Diamond (4-atom cell) with two normal modes frozen in, the cell and all other modes fixed, computed with Ansatz 0.2.0 using r2SCAN DFT, PAW and plane waves to 520 eV, a 12×12×10 k mesh and Gaussian smearing of 0.05 eV, without spin polarisation. Amplitudes are the largest atomic displacements in each mode; free energies are relative to the relaxed cell.

| second amplitude (Å) | free energy change at first amplitude -0.074 angstrom (meV a cell) | free energy change at first amplitude -0.0493 angstrom (meV a cell) | free energy change at first amplitude -0.0247 angstrom (meV a cell) | free energy change at first amplitude 0 angstrom (meV a cell) |
| --- | --- | --- | --- | --- |
| -0.06000 | 668.4 | 586.1 | 537.0 | 520.6 |
| -0.04000 | 382.6 | 298.9 | 249.0 | 232.3 |
| -0.02000 | 210.1 | 125.5 | 75.1 | 58.2 |
| 0.00000 | 152.4 | 67.5 | 16.9 | 0.0 |
| 0.02000 | 210.1 | 125.5 | 75.1 | 58.2 |
| 0.04000 | 382.6 | 298.9 | 249.0 | 232.3 |
| 0.06000 | 668.4 | 586.1 | 537.0 | 520.6 |

The crystal is diamond, and it is best pictured as a stack of puckered sheets, or bilayers, joined by upright bonds. In the first mode rigid bilayers slide sideways against each other, alternately one way and the other. In the second mode one bilayer is flattened while the next is puckered more strongly. Each amplitude is the distance that every atom moves in its mode, so a cell with both amplitudes at zero is the crystal at rest.

The usual approximation treats these two motions as independent springs. Each spring stores an energy that grows with the square of its own amplitude, and neither takes notice of the other. This harmonic picture also underlies the calculated vibrational frequencies used below. The table shows where it misses by most: in the rows at second amplitude 0.06 Å, and above all where the first mode is strongly displaced as well.

### What independent springs would give

The stiffness of each spring follows from its frequency. The same level of theory gives wavenumbers of 560.4 cm⁻¹ for the first mode and 1283.5 cm⁻¹ for the second. For a mode in which all four carbon atoms of the cell move by the same distance $s$, the harmonic energy is

$$E=\tfrac12 M\omega^2 s^2,\qquad \omega=2\pi c\tilde\nu ,$$

where $M$ is the mass of four carbon atoms, $c$ the speed of light and $\tilde\nu$ the wavenumber. No energy of the table enters this estimate.

With a mass of 12.011 u for each carbon atom, the second mode at 0.06 Å stores

$$E=\tfrac12 M\omega^2\,(0.06\times10^{-10}\ \mathrm{m})^2=8.39\times10^{-20}\ \mathrm{J}=523.9\ \mathrm{meV}.$$

The same formula gives 151.9 meV for the first mode at 0.074 Å. Two independent springs would therefore store 523.9 + 151.9 = 675.8 meV at the corner of the map, where both modes reach their largest amplitude.

The table has 668.4 meV there. The harmonic picture overshoots by 7.4 meV, or 1.1 % of the table's energy. For an estimate without adjustable constants this is good agreement, and for many purposes it would close the matter. Yet the overshoot has a structure, and one part of the crystal's response is affected more than the total suggests.

### Two failures in one number

The first failure belongs to the second mode alone. In the column for first amplitude zero, going from 0.02 to 0.06 Å triples the displacement, and a perfect spring would then store nine times the energy. The table gives 520.6/58.2 = 8.95. The shortfall is small, but it exceeds what the last printed digit could produce, and at 0.06 Å it amounts to 3.3 meV against the harmonic value.

The second failure appears only when both modes are displaced. If they were independent, the corner energy would be the sum of the two energies found with one mode at rest, whether or not each spring were perfect. Subtracting both from the corner value leaves

$$668.4-520.6-152.4=-4.6\ \mathrm{meV}.$$

This remainder measures coupling directly from the table. It needs no frequency, no mass and no assumption about the shape of either single-mode curve. Its last digit is uncertain, because the three table entries are rounded.

The way in which the remainder shrinks identifies it as a real effect. At the same second amplitude of 0.06 Å, but with the first mode at 0.0493 Å, it falls to −2.0 meV. The ratio of the two remainders is 2.3, close to the ratio of the squared first amplitudes, $(0.074/0.0493)^2=2.25$. In the row at 0.02 Å, where the second amplitude is three times smaller, the remainder at the largest first amplitude is −0.5 meV, about a ninth of the corner value. The coupling thus grows with the square of each amplitude.

That same row shows why a matching total is a poor test. At second amplitude 0.02 Å and first amplitude 0.074 Å, the independent springs reproduce the table's 210.1 meV to within its last digit. They do so because two errors cancel: the coupling lowers the energy by half a meV, while the first mode alone costs half a meV more than its harmonic estimate. Subtracting the single-mode energies exposes the coupling that the total conceals.

### The soft mode feels it most

The same 4.6 meV looks different from the side of each mode. With the second mode at rest, sliding the bilayers by 0.074 Å costs 152.4 meV. With the second mode held at 0.06 Å, the same slide costs 668.4 − 520.6 = 147.8 meV, which is 3.0 % less. Seen from the other side, the second mode at 0.06 Å becomes only 0.9 % cheaper when the bilayers are displaced.

The difference arises because one shared energy is set against two unequal springs. At equal amplitude the second mode is 5.2 times as stiff as the first, so it dominates the total and dilutes the error there. An overall accuracy of about one per cent therefore hides a change three times as large in the restoring force of the weaker motion. Since a frequency follows the square root of a stiffness, the slide would vibrate about 1.5 % more slowly around the strongly displaced second mode.

This effect can be written into the energy with a single extra term,

$$E(u,s)\approx\tfrac12K_1u^2+\tfrac12K_2s^2-g\,u^2s^2 ,$$

where $u$ and $s$ are the first and second amplitudes, $K_1$ and $K_2$ the two harmonic stiffnesses, and $g$ a positive coupling constant. For a fixed $s$ the stiffness of the first mode is $K_1-2gs^2$. The slide softens whichever way the second mode is displaced, and a small $K_1$ makes the relative loss large.

### Why the failure starts so late

Symmetry removes the terms that would otherwise spoil the harmonic picture first. Shifting the crystal by one bilayer exchanges the flattened and the puckered sheets and reverses both modes together. Inversion through the middle of an upright bond reverses the second mode but leaves the first unchanged. The energy must therefore be the same for either sign of each amplitude, so a term such as $us$ or $u^2s$ is forbidden and $u^2s^2$ is the lowest coupling allowed.

Only the rows with negative or zero second amplitude were computed, and the others were filled in by this symmetry. The agreement of the two halves is therefore no independent test, and no evidence that the springs are harmonic. What matters is how the energy grows outward from rest. When both amplitudes are halved, the harmonic energies fall by a factor of four but the coupling falls by sixteen. Its share of the total thus falls fourfold, which is why small displacements give reliable frequencies while the corner of the map does not follow from them exactly.

The bonds show how the symmetry acts within the second mode. A carbon–carbon bond resists compression more strongly than stretching, which taken alone would make the energy lopsided. At 0.06 Å, however, the bonds within one bilayer shorten to 1.506 Å while those within the next lengthen to 1.586 Å. When the motion reverses, the two sets swap roles, so the lopsided parts of their energies cancel exactly.

What survives is the part that is the same for both directions. Because the bonds lie at a slant to the motion, either direction makes their average slightly longer than at rest, 1.546 Å instead of 1.542 Å. A stretched bond is a weaker spring, so this shift favours an energy below the harmonic value, as the table shows for the second mode. The bond lengths follow from the atomic positions; that this stretching contributes to the shortfall is a reasoned explanation, and the bond angles, which change at the same time, may contribute as much.

### Why one motion softens the other

A plausible origin of the coupling lies in the upright bonds between the bilayers. When the bilayers slide, these bonds tilt but hardly stretch: even at 0.074 Å they lengthen only from 1.542 to 1.549 Å. The price of the slide is therefore mostly the bending of bond angles at the two ends of each upright bond. The second mode does not change the length of that bond at all, because both of its atoms move together along it.

What the second mode does change is the surroundings of the two ends. One end sits on a flattened bilayer, where the angles to the neighbouring bonds have closed towards a right angle. The other end sits on a more strongly puckered bilayer, where they have opened. In a simple picture, in which the energy of each angle grows with the square of the change in its cosine, the flattened end resists tilting more and the puckered end resists it less.

To first order the gain at one end cancels the loss at the other. What remains is a small net loss that grows with the square of the second amplitude, which is the sign and the form seen in the table. The argument makes angle bending a plausible source of the coupling, but it does not establish the size, and the total energies do not separate bending from changes in the bonds themselves.

### What relaxation would do

A second approximation is built into the map: the cell and all other internal motions stay frozen while the two modes are displaced. A real crystal could lower its energy by adjusting them, so the energies away from rest are too high. This might seem to offer another explanation for the mismatch at the corner, but it acts in the opposite direction. The harmonic estimate already lies above the table, and relaxation at fixed amplitudes would lower the table's value further.

The harmonic estimate itself would stay where it is. Normal modes are independent for small displacements, so the other modes respond only through the anharmonic terms and leave the curvature at rest unchanged. At this level of theory the 7.4 meV gap at the corner is therefore the least by which independent springs overshoot a relaxed map. How much of the larger gap would then count as coupling is open, because relaxation would also lower the two single-mode energies that are subtracted.

For anyone using such frequencies, the useful test is a calculation with both motions displaced, followed by subtraction of the two single-mode energies. The remainder should then be compared with the energy of the softer mode. At the corner, 4.6 meV is 0.7 % of the total but 3 % of the cost of the slide, and only the second figure shows how far the weaker spring has changed.
